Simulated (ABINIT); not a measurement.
MgO:

```
Mg O
1.0
     2.93802    0.00000    0.00000
    -1.46901    2.54440    0.00000
     0.00000    0.00000    2.67968
Mg O
1 1
Direct
  0.00000 0.00000 0.00000
  0.33333 0.66667 0.50000
```

Measurements of this composition are mostly on another form, of space group No. 225.

Base run:

| Property | Result |
| --- | --- |
| Program | ABINIT 10.8.3 (patched build) |
| Functional | PBEsol |
| Potentials or basis | JTH PAW PBE v2.0 |
| Cutoff | 762 eV |
| k mesh | 10 × 10 × 10 |
| Occupations | fermi-dirac, width 0.05 eV |
| Spin | no spin polarisation |

Its results: band gap on the k mesh 2.93 eV, indirect (least direct gap 3.33 eV); pressure -4.1 GPa.

Task: After a change of settings the same cell gave: band gap on the k mesh 2.95 eV, indirect (least direct gap 3.35 eV); pressure -9.0 GPa. Which change was it?
A. functional from PBEsol to BLYP
B. functional from PBEsol to LDA
C. functional from PBEsol to AM05
D. functional from PBEsol to SCAN

Result: B.

LDA binds more tightly than PBEsol, so the same cell stands under less pressure.

Caveats: the PAW data sets were made with another functional, which shifts forces and pressure a little.
